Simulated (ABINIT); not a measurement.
Crystal: PtSe2 (Sudovikovite).

```
CELL_PARAMETERS angstrom
3.72400 0.00000 0.00000
-1.86200 3.22508 0.00000
0.00000 0.00000 5.06200
ATOMIC_POSITIONS crystal
Pt 0.00000 0.00000 0.00000
Se 0.66667 0.33333 0.75000
Se 0.33333 0.66667 0.25000
```

Base run:

```yaml
Program: ABINIT 10.8.3 (patched build)
Functional: PBEsol
Potentials_or_basis: JTH PAW PBE v2.0
Cutoff: 408 eV
k_mesh: 6 × 6 × 4
Occupations: fermi-dirac, width 0.05 eV
Spin: no spin polarisation
```

Its results: band gap on the k mesh none (metal or under the smearing width); pressure 2.9 GPa; largest force 0.443 eV/Å.

Question: After a change of settings the same cell gave: band gap on the k mesh none (metal or under the smearing width); pressure 1.5 GPa; largest force 0.324 eV/Å. Which change was it?
A. potentials or basis from JTH PAW PBE v2.0 to PseudoDojo NC SR PBEsol v0.4.1 standard; cutoff from 408 eV to 1061 eV; valence electrons from 22 to 50
B. functional from PBEsol to LDA; potentials or basis from JTH PAW PBE v2.0 to PseudoDojo NC SR LDA v0.4.1 standard; cutoff from 408 eV to 1061 eV; valence electrons from 22 to 50
C. functional from PBEsol to PBE; potentials or basis from JTH PAW PBE v2.0 to PseudoDojo NC SR PBE v0.4 stringent; cutoff from 408 eV to 1415 eV; valence electrons from 22 to 66
D. functional from PBEsol to PBE; potentials or basis from JTH PAW PBE v2.0 to SG15 NC PBE v1.2; cutoff from 408 eV to 1061 eV; valence electrons from 22 to 30

Answer: A.

Caveats: the PAW data sets were made with another functional, which shifts forces and pressure a little (some runs); the atomic spheres overlap (some runs).
